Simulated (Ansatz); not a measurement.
# Ga: the order of phases at one pressure

Aim: bring Ga in several structures (bcc, hcp, diamond, beta tin, sc) to one pressure and rank them by enthalpy. The pressure is set by scaling the first phase. The runs shown use LAPW. Companion runs by PAW are cited.

Method: DFT, PBE, all-electron LAPW, scalar-relativistic, in Ansatz 0.2.0.

## Step 1: The system as given

It takes space group Im-3m (No. 229, cubic). The conventional cell has a = 2.852 Å, b = 2.852 Å, c = 2.852 Å, α = 90.00°, β = 90.00°, γ = 90.00°. Around Ga (site symmetry m-3m) lie 8 Ga at 2.47 Å.

As a file:

```
Ga
1.0
    -1.42600    1.42600    1.42600
     1.42600   -1.42600    1.42600
     1.42600    1.42600   -1.42600
Ga
1
Direct
  0.00000 0.00000 0.00000
```

## Step 2: Bcc relaxed under pressure, LAPW

File input.yaml:

```yaml
crystal:
  lattice:
    - [-1.4260003349, 1.4260003349, 1.4260003349]
    - [1.4260003349, -1.4260003349, 1.4260003349]
    - [1.4260003349, 1.4260003349, -1.4260003349]
  atoms:
    - { symbol: Ga, position: [0.0, 0.0, 0.0] }
kpoints:
  mp_grid: { grid: [19, 19, 19] }
scf:
  occupations: { method: fermi_dirac, width: 0.05 }
hamiltonian:
  xc: pbe
  pseudopotentials: { kind: all_electron, lapw: { basis_error: 0.0005 } }
output:
  forces: true
  stress: true
  eigenvalues: true
relax:
  f_tol: 0.005
  max_steps: 12
  cell: { p_target: 82.0, stress_tol: 0.041 }
```

Started as:

```sh
ansatz run input.yaml --threads 1 --pin off --max-ram 3584MiB --backend cpu --events-out ev --progress --plain --runs-dir out
```

The log of the run (excerpt; [...] marks lines left out):

```text
[...]
LAPW: plane waves up to 9.800 Å⁻¹, error target 5.0e-4 eV per atom; small_component_spin mean_spin; Ga in spheres of 1.198 Å, 21 of its electrons in bands, Dirac shells []
[...]
Pseudopotentials: kind: all_electron
Pseudopotential: Ga, LAPW, valence charge 21, Koelling and Harmon's equation, gaussian nucleus
Functional definition: PBE
[...]
Crystal: 1 atoms, lattice volume = 11.599 Å³
Basis set: ecut = 365.9028337494864 eV, 177 PW (Γ), exchange–correlation at level 2
Bands: 15, of which v1, the nominal top of the filled ones, is band 11 counted from 1 (10 counted from 0)
Symmetry: 48 space group operations
Space group: Im-3m (ITA 229), of the structure as read, at distance tolerance 2.3e-5 Å
k-points: 220 of 6859
[...]
SCF iter   1: F=—  HF=-52898.703665 eV  |F-HF|=—  |Δ(HF+E_count)|=         —  Δρ=1.88e-2  dr2=2.01e-2  ethr=9.54e-5  ⟨swp⟩=3.1  Hψ=23020  notcnv=0
[...]
relax step   1: F+E_penalty+E_count = -52898.61086114 eV  Δ(F+E_penalty+E_count) = +0.000e0 eV  max|allowed force component| = 0.000e0 eV/Å  Δτ_max = 0.0000 Å  P = +82.137 GPa  Ω = 11.599 Å³  (6 SCF iters, accepted)
[...]
relax step   2: F+E_penalty+E_count = -52898.61347829 eV  Δ(F+E_penalty+E_count) = -2.617e-3 eV  max|allowed force component| = 0.000e0 eV/Å  Δτ_max = 0.0000 Å  P = +81.980 GPa  Ω = 11.604 Å³  (2 SCF iters, accepted)
[...]
relax step   3: F+E_penalty+E_count = -52898.61347829 eV  Δ(F+E_penalty+E_count) = -2.372e-9 eV  max|allowed force component| = 0.000e0 eV/Å  Δτ_max = 0.0000 Å  P = +81.980 GPa  Ω = 11.604 Å³  stress off target by 2.01e-2 GPa  SCF on the basis re-selected at this cell (its energy is not [...]
SCF converged after 2 iterations
Free energy (F): -52898.613478 eV
[...]
E sigma→0 (E₀):  -52898.612250 eV
Entropy (-TS):   -0.002456 eV (-2.456 meV/atom)
Fermi energy:    21.598375 eV
[...]
--- Forces (eV/Å), atoms counted from 1 ---
  atom   1  Ga     0.00000000    -0.00000000    -0.00000000
[...]
--- Stress (GPa, compression-positive) ---
       81.979934      -0.000000       0.000000
       -0.000000      81.979934       0.000000
        0.000000       0.000000      81.979934
  P = ⅓ Tr σ = 81.9799 GPa (819.799 kbar)
--- Band table (eV; the first three rows and the last of 220) ---
  k-point 0: bands = ["-122.9863", "-73.7021", "-73.7021", "-73.7021", "5.5191", "5.5191", "5.5191", "5.7527", "6.0699", "6.0699", "41.4786", "41.4786", "41.4786", "42.4323", "42.4323"]
[...]
--- Relaxed structure (2 steps of the walk, 2 accepted, 1 SCFs on fresh bases) ---
  F+E_penalty+E_count = -52898.61347829 eV   max|allowed force component| = 0.000e0 eV/Å   (the final SCF, on the basis selected at the relaxed cell)
  cell:  # Å, volume = 11.6041 Å³
    - [-1.4262097129834581, 1.4262097129834581, 1.4262097129834581]
    - [1.4262097129834581, -1.4262097129834581, 1.4262097129834581]
    - [1.4262097129834581, 1.4262097129834581, -1.4262097129834581]
  atoms:
    - { symbol: Ga, position: [0.0, 0.0, 0.0] }
```

It took 19 s on 1 thread of Intel Xeon 6975P-C (Granite Rapids), shared host; peak memory 0.43 GiB.

The steps of the relaxation:

| step | energy from step 1 (eV/cell) | largest force component (eV/Å) | pressure (GPa) | volume (Å³) |
| --- | --- | --- | --- | --- |
| 1 | 0.0000 | 0.0000 | 82.14 | 11.60 |
| 2 | -0.0026 | 0.0000 | 81.98 | 11.60 |
| 3 | -0.0026 | 0.0000 | 81.98 | 11.60 |

Step 1 is the start. Step 3 repeats the geometry before on a plane-wave basis chosen anew for that cell, so the energy can jump there without any move; the table keeps such jumps.

| input's cell | before | after | change |
| --- | --- | --- | --- |
| a (Å) | 2.470 | 2.470 | +0.0 % |
| b (Å) | 2.470 | 2.470 | +0.0 % |
| c (Å) | 2.470 | 2.470 | +0.0 % |
| volume (Å³/atom) | 11.60 | 11.60 | +0.0 % |

Read from it: pressure 81.98 GPa; no gap.

## Step 3: Hcp relaxed under pressure, LAPW

File input.yaml:

```yaml
crystal:
  lattice:
    - [2.5298366102, 0.0, 0.0]
    - [-1.2649183051, 2.1909027718, 0.0]
    - [0.0, 0.0, 4.1570902746]
  atoms:
    - { symbol: Ga, position: [0.3333333333, 0.6666666667, 0.25] }
    - { symbol: Ga, position: [0.6666666667, 0.3333333333, 0.75] }
kpoints:
  mp_grid: { grid: [17, 17, 9] }
scf:
  occupations: { method: fermi_dirac, width: 0.05 }
hamiltonian:
  xc: pbe
  pseudopotentials: { kind: all_electron, lapw: { basis_error: 0.0005 } }
output:
  forces: true
  stress: true
  eigenvalues: true
relax:
  f_tol: 0.005
  max_steps: 12
  cell: { p_target: 82.0, stress_tol: 0.041 }
```

Started as:

```sh
ansatz run input.yaml --threads 1 --pin off --max-ram 3584MiB --backend cpu --events-out ev --progress --plain --runs-dir out
```

The log of the run (excerpt; [...] marks lines left out):

```text
[...]
LAPW: plane waves up to 9.521 Å⁻¹, error target 5.0e-4 eV per atom; small_component_spin mean_spin; Ga in spheres of 1.227 Å, 21 of its electrons in bands, Dirac shells []
[...]
[... 3 set-up lines as earlier in the session ...]
[...]
Crystal: 2 atoms, lattice volume = 23.041 Å³
Basis set: ecut = 345.3996105532401 eV, 337 PW (Γ), exchange–correlation at level 2
Bands: 26, of which v1, the nominal top of the filled ones, is band 21 counted from 1 (20 counted from 0)
Symmetry: 24 space group operations
Space group: P63/mmc (ITA 194), of the structure as read, at distance tolerance 2.8e-5 Å
k-points: 165 of 2601
[...]
SCF iter   1: F=—  HF=-105797.459553 eV  |F-HF|=—  |Δ(HF+E_count)|=         —  Δρ=1.78e-2  dr2=3.19e-2  ethr=7.57e-5  ⟨swp⟩=3.1  Hψ=29615  notcnv=0
[...]
  atom   2  Ga     0.00000000    -0.00000000    -0.00000000
[...]
--- Stress (GPa, compression-positive) ---
       81.984345       0.000000       0.000000
        0.000000      81.984345      -0.000000
        0.000000      -0.000000      81.981520
  P = ⅓ Tr σ = 81.9834 GPa (819.834 kbar)
--- Band table (eV; the first three rows and the last of 165) ---
[... band rows left out ...]
[...]
--- Relaxed structure (2 steps of the walk, 2 accepted, 1 SCFs on fresh bases) ---
  F+E_penalty+E_count = -105797.27292156 eV   max|allowed force component| = 1.793e-17 eV/Å   (the final SCF, on the basis selected at the relaxed cell)
  cell:  # Å, volume = 23.0496 Å³
    - [2.530142996100095, 7.305556925240686e-33, -1.1362136604914058e-20]
    - [-1.2650714980500475, 2.1911681098299542, 5.681068302457227e-21]
    - [-1.867054472575065e-20, 2.813595085770829e-34, 4.1575958295336095]
  atoms:
    - { symbol: Ga, position: [0.3333333333333333, 0.6666666666666666, 0.24999999999999997] }
    - { symbol: Ga, position: [0.6666666666666666, 0.3333333333333333, 0.75] }
```

It took 33 s on 1 thread of Intel Xeon 6975P-C (Granite Rapids), shared host; peak memory 0.62 GiB.

Step by step:

| step | energy from step 1 (eV/cell) | largest force component (eV/Å) | pressure (GPa) | volume (Å³) |
| --- | --- | --- | --- | --- |
| 1 | 0.0000 | 0.0000 | 82.12 | 23.04 |
| 2 | -0.0043 | 0.0000 | 81.98 | 23.05 |
| 3 | -0.0043 | 0.0000 | 81.98 | 23.05 |

Step 1 is the start. Step 3 repeats the geometry before on a plane-wave basis chosen anew for that cell, so the energy can jump there without any move; the table keeps such jumps.

| input's cell | before | after | change |
| --- | --- | --- | --- |
| a (Å) | 2.530 | 2.530 | +0.0 % |
| b (Å) | 2.530 | 2.530 | +0.0 % |
| c (Å) | 4.157 | 4.158 | +0.0 % |
| volume (Å³/atom) | 11.52 | 11.52 | +0.0 % |

Read from it: pressure 81.98 GPa; no gap.

## Step 4: Diamond relaxed under pressure, LAPW

File input.yaml:

```yaml
crystal:
  lattice:
    - [0.0, 2.4208473299, 2.4208473299]
    - [2.4208473299, 0.0, 2.4208473299]
    - [2.4208473299, 2.4208473299, 0.0]
  atoms:
    - { symbol: Ga, position: [-0.125, -0.125, -0.125] }
    - { symbol: Ga, position: [0.125, 0.125, 0.125] }
kpoints:
  mp_grid: { grid: [14, 14, 14] }
scf:
  occupations: { method: fermi_dirac, width: 0.05 }
hamiltonian:
  xc: pbe
  pseudopotentials: { kind: all_electron, lapw: { basis_error: 0.0005 } }
output:
  forces: true
  stress: true
  eigenvalues: true
relax:
  f_tol: 0.005
  max_steps: 12
  cell: { p_target: 82.0, stress_tol: 0.041 }
```

Started as:

```sh
ansatz run input.yaml --threads 1 --pin off --max-ram 3584MiB --backend cpu --events-out ev --progress --plain --runs-dir out
```

The log of the run (excerpt; [...] marks lines left out):

```text
[...]
LAPW: plane waves up to 11.886 Å⁻¹, error target 5.0e-4 eV per atom; small_component_spin mean_spin; Ga in spheres of 1.017 Å, 21 of its electrons in bands, Dirac shells []
[...]
[... 3 set-up lines as earlier in the session ...]
[...]
Crystal: 2 atoms, lattice volume = 28.375 Å³
Basis set: ecut = 538.2998733128121 eV, 821 PW (Γ), exchange–correlation at level 2
Bands: 26, of which v1, the nominal top of the filled ones, is band 21 counted from 1 (20 counted from 0)
[... 1 set-up line as earlier in the session ...]
Space group: Fd-3m (ITA 227), of the structure as read, at distance tolerance 3.1e-5 Å
k-points: 104 of 2744
[...]
SCF iter   1: F=—  HF=-105795.933718 eV  |F-HF|=—  |Δ(HF+E_count)|=         —  Δρ=2.80e-2  dr2=9.78e-2  ethr=2.31e-4  ⟨swp⟩=2.8  Hψ=17234  notcnv=0
[...]
Entropy (-TS):   -0.007353 eV (-3.676 meV/atom)
Fermi energy:    15.947965 eV
[...]
--- Forces (eV/Å), atoms counted from 1 ---
  atom   1  Ga     0.00000000     0.00000000     0.00000000
  atom   2  Ga     0.00000000     0.00000000     0.00000000
[...]
--- Stress (GPa, compression-positive) ---
       82.011724       0.000000      -0.000000
        0.000000      82.011724       0.000000
       -0.000000       0.000000      82.011724
  P = ⅓ Tr σ = 82.0117 GPa (820.117 kbar)
--- Band table (eV; the first three rows and the last of 104) ---
[... band rows left out ...]
[...]
--- Relaxed structure (1 steps of the walk, 1 accepted, 1 SCFs on fresh bases) ---
  F+E_penalty+E_count = -105795.79070372 eV   max|allowed force component| = 1.446e-19 eV/Å   (the final SCF, on the basis selected at the relaxed cell)
  cell:  # Å, volume = 28.3748 Å³
    - [0.0, 2.4208473299, 2.4208473299]
    - [2.4208473299, 0.0, 2.4208473299]
    - [2.4208473299, 2.4208473299, 0.0]
  atoms:
    - { symbol: Ga, position: [-0.125, -0.125, -0.125] }
    - { symbol: Ga, position: [0.125, 0.125, 0.125] }
```

Wall time 32 s (1 thread of Intel Xeon 6975P-C (Granite Rapids), shared host); peak memory 0.65 GiB.

Relaxation path:

| step | energy from step 1 (eV/cell) | largest force component (eV/Å) | pressure (GPa) | volume (Å³) |
| --- | --- | --- | --- | --- |
| 1 | 0.0000 | 0.0000 | 82.01 | 28.37 |
| 2 | 0.0000 | 0.0000 | 82.01 | 28.37 |

Step 1 is the start. Step 2 repeats the geometry before on a plane-wave basis chosen anew for that cell, so the energy can jump there without any move; the table keeps such jumps.

| input's cell | before | after | change |
| --- | --- | --- | --- |
| a (Å) | 3.424 | 3.424 | +0.0 % |
| b (Å) | 3.424 | 3.424 | +0.0 % |
| c (Å) | 3.424 | 3.424 | +0.0 % |
| volume (Å³/atom) | 14.19 | 14.19 | +0.0 % |

Read from it: pressure 82.01 GPa; no gap.

## Step 5: Beta tin relaxed under pressure, LAPW

File input.yaml:

```yaml
crystal:
  lattice:
    - [-2.2537092676, 2.2537092676, 1.1764194426]
    - [2.2537092676, -2.2537092676, 1.1764194426]
    - [2.2537092676, 2.2537092676, -1.1764194426]
  atoms:
    - { symbol: Ga, position: [-0.375, -0.125, -0.25] }
    - { symbol: Ga, position: [0.375, 0.125, 0.25] }
kpoints:
  mp_grid: { grid: [18, 18, 18] }
scf:
  occupations: { method: fermi_dirac, width: 0.05 }
hamiltonian:
  xc: pbe
  pseudopotentials: { kind: all_electron, lapw: { basis_error: 0.0005 } }
output:
  forces: true
  stress: true
  eigenvalues: true
relax:
  f_tol: 0.005
  max_steps: 12
  cell: { p_target: 82.0, stress_tol: 0.041 }
```

Started as:

```sh
ansatz run input.yaml --threads 1 --pin off --max-ram 3584MiB --backend cpu --events-out ev --progress --plain --runs-dir out
```

The log of the run (excerpt; [...] marks lines left out):

```text
[...]
LAPW: plane waves up to 10.509 Å⁻¹, error target 5.0e-4 eV per atom; small_component_spin mean_spin; Ga in spheres of 1.130 Å, 21 of its electrons in bands, Dirac shells []
[...]
[... 3 set-up lines as earlier in the session ...]
[...]
Crystal: 2 atoms, lattice volume = 23.901 Å³
Basis set: ecut = 420.7777438648719 eV, 467 PW (Γ), FFT grids on a1+a2, a2, a3, exchange–correlation at level 2
Bands: 26, of which v1, the nominal top of the filled ones, is band 21 counted from 1 (20 counted from 0)
Symmetry: 16 space group operations
Space group: I41/amd (ITA 141), of the structure as read, at distance tolerance 2.9e-5 Å
k-points: 480 of 5832
[...]
  atom   2  Ga    -0.00000000    -0.00000000     0.00000000
[...]
--- Stress (GPa, compression-positive) ---
       81.983743      -0.000000       0.000000
       -0.000000      81.983743       0.000000
        0.000000       0.000000      81.995679
  P = ⅓ Tr σ = 81.9877 GPa (819.877 kbar)
--- Band table (eV; the first three rows and the last of 480) ---
[... band rows left out ...]
[...]
--- Relaxed structure (2 steps of the walk, 2 accepted, 1 SCFs on fresh bases) ---
  F+E_penalty+E_count = -105797.15737224 eV   max|allowed force component| = 5.204e-18 eV/Å   (the final SCF, on the basis selected at the relaxed cell)
  cell:  # Å, volume = 23.9089 Å³
    - [-2.253958119360031, 2.253958119360031, 1.1765453901572838]
    - [2.253958119360031, -2.253958119360031, 1.1765453901572838]
    - [2.253958119360031, 2.253958119360031, -1.1765453901572838]
  atoms:
    - { symbol: Ga, position: [-0.37500000000000006, -0.12499999999999997, -0.25000000000000006] }
    - { symbol: Ga, position: [0.37500000000000006, 0.12499999999999997, 0.25000000000000006] }
```

Wall time 2 min (1 thread of Intel Xeon 6975P-C (Granite Rapids), shared host); peak memory 1.4 GiB.

Step by step:

| step | energy from step 1 (eV/cell) | largest force component (eV/Å) | pressure (GPa) | volume (Å³) |
| --- | --- | --- | --- | --- |
| 1 | 0.0000 | 0.0000 | 82.11 | 23.90 |
| 2 | -0.0040 | 0.0000 | 81.99 | 23.91 |
| 3 | -0.0040 | 0.0000 | 81.99 | 23.91 |

Step 1 is the start. Step 3 repeats the geometry before on a plane-wave basis chosen anew for that cell, so the energy can jump there without any move; the table keeps such jumps.

| input's cell | before | after | change |
| --- | --- | --- | --- |
| a (Å) | 3.397 | 3.398 | +0.0 % |
| b (Å) | 3.397 | 3.398 | +0.0 % |
| c (Å) | 3.397 | 3.398 | +0.0 % |
| volume (Å³/atom) | 11.95 | 11.95 | +0.0 % |

In short: pressure 81.99 GPa; no gap.

## Step 6: Sc relaxed under pressure, LAPW

File input.yaml:

```yaml
crystal:
  lattice:
    - [2.2957487453, 0.0, 0.0]
    - [0.0, 2.2957487453, 0.0]
    - [0.0, 0.0, 2.2957487453]
  atoms:
    - { symbol: Ga, position: [0.0, 0.0, 0.0] }
kpoints:
  mp_grid: { grid: [16, 16, 16] }
scf:
  occupations: { method: fermi_dirac, width: 0.05 }
hamiltonian:
  xc: pbe
  pseudopotentials: { kind: all_electron, lapw: { basis_error: 0.0005 } }
output:
  forces: true
  stress: true
  eigenvalues: true
relax:
  f_tol: 0.005
  max_steps: 12
  cell: { p_target: 82.0, stress_tol: 0.041 }
```

Started as:

```sh
ansatz run input.yaml --threads 1 --pin off --max-ram 3584MiB --backend cpu --events-out ev --progress --plain --runs-dir out
```

The log of the run (excerpt; [...] marks lines left out):

```text
[...]
LAPW: plane waves up to 10.690 Å⁻¹, error target 5.0e-4 eV per atom; small_component_spin mean_spin; Ga in spheres of 1.113 Å, 21 of its electrons in bands, Dirac shells []
[...]
[... 3 set-up lines as earlier in the session ...]
[...]
Crystal: 1 atoms, lattice volume = 12.100 Å³
Basis set: ecut = 435.41164343895855 eV, 251 PW (Γ), exchange–correlation at level 2
Bands: 15, of which v1, the nominal top of the filled ones, is band 11 counted from 1 (10 counted from 0)
[... 1 set-up line as earlier in the session ...]
Space group: Pm-3m (ITA 221), of the structure as read, at distance tolerance 2.3e-5 Å
k-points: 165 of 4096
[...]
SCF iter   1: F=—  HF=-52898.605542 eV  |F-HF|=—  |Δ(HF+E_count)|=         —  Δρ=2.20e-2  dr2=2.24e-2  ethr=1.06e-4  ⟨swp⟩=3.1  Hψ=16613  notcnv=0
[...]
--- Forces (eV/Å), atoms counted from 1 ---
  atom   1  Ga    -0.00000000    -0.00000000     0.00000000
[...]
--- Stress (GPa, compression-positive) ---
       81.993422      -0.000000      -0.000000
       -0.000000      81.993422       0.000000
       -0.000000       0.000000      81.993422
  P = ⅓ Tr σ = 81.9934 GPa (819.934 kbar)
--- Band table (eV; the first three rows and the last of 165) ---
  k-point 0: bands = ["-124.3815", "-75.0758", "-75.0758", "-75.0758", "3.4189", "3.4189", "4.9845", "4.9845", "4.9845", "5.0761", "32.7972", "32.7972", "32.7972", "35.5112", "35.5112"]
[...]
--- Relaxed structure (2 steps of the walk, 2 accepted, 1 SCFs on fresh bases) ---
  F+E_penalty+E_count = -52898.51266402 eV   max|allowed force component| = 0.000e0 eV/Å   (the final SCF, on the basis selected at the relaxed cell)
  cell:  # Å, volume = 12.1037 Å³
    - [2.2960055309103895, -6.419766481290786e-35, 0.0]
    - [-6.419766481290786e-35, 2.2960055309103895, 0.0]
    - [0.0, 0.0, 2.2960055309103895]
  atoms:
    - { symbol: Ga, position: [0.0, 0.0, 0.0] }
```

Run time: 15 s. Hardware: 1 thread of Intel Xeon 6975P-C (Granite Rapids), shared host; peak memory 0.45 GiB.

The steps of the relaxation:

| step | energy from step 1 (eV/cell) | largest force component (eV/Å) | pressure (GPa) | volume (Å³) |
| --- | --- | --- | --- | --- |
| 1 | 0.0000 | 0.0000 | 82.11 | 12.10 |
| 2 | -0.0021 | 0.0000 | 81.99 | 12.10 |
| 3 | -0.0021 | 0.0000 | 81.99 | 12.10 |

Step 1 is the start. Step 3 repeats the geometry before on a plane-wave basis chosen anew for that cell, so the energy can jump there without any move; the table keeps such jumps.

| input's cell | before | after | change |
| --- | --- | --- | --- |
| a (Å) | 2.296 | 2.296 | +0.0 % |
| b (Å) | 2.296 | 2.296 | +0.0 % |
| c (Å) | 2.296 | 2.296 | +0.0 % |
| volume (Å³/atom) | 12.10 | 12.10 | +0.0 % |

This run gives: pressure 81.99 GPa; no gap.

## Step 7: All runs together

Rows by PAW come from runs of the same series that aren't printed here.

Enthalpy per atom, H = F + pV at p = 82 GPa, from each method's lowest phase:

```
method     start  space group, start → end  volume (Å³/atom)  pressure (GPa)  enthalpy (meV/atom)
  LAPW       bcc             Im-3m → Im-3m            11.604            82.0                 63.6
  LAPW       hcp       P6_3/mmc → P6_3/mmc            11.525            82.0                  0.0
  LAPW   diamond             Fd-3m → Fd-3m            14.187            82.0               2103.8
  LAPW  beta tin       I4_1/amd → I4_1/amd            11.954            82.0                277.7
  LAPW        sc             Pm-3m → Pm-3m            12.104            82.0                420.1
   PAW       bcc             Im-3m → Im-3m            11.599            82.0                 63.6
   PAW       hcp       P6_3/mmc → P6_3/mmc            11.521            82.0                  0.0
   PAW   diamond             Fd-3m → Fd-3m            14.187            82.0               2105.7
   PAW  beta tin       I4_1/amd → I4_1/amd            11.951            82.0                277.9
   PAW        sc             Pm-3m → Pm-3m            12.100            82.0                420.1
```

## Step 8: Results

| quantity | value |
| --- | --- |
| pressure | 82 GPa |
| lowest (LAPW) | hcp, 63.6 meV/atom under bcc |
| lowest (PAW) | hcp, 63.6 meV/atom under bcc |

What this shows: By LAPW the order is hcp < bcc < beta tin < sc < diamond. By PAW the order is hcp < bcc < beta tin < sc < diamond. The methods agree on the lowest phase. Only these structures were tried, with electrons smeared by 0.05 eV and without vibrations, so the true ground state may be another. The k meshes differ between phases and weren't tested, which can move differences by some meV.
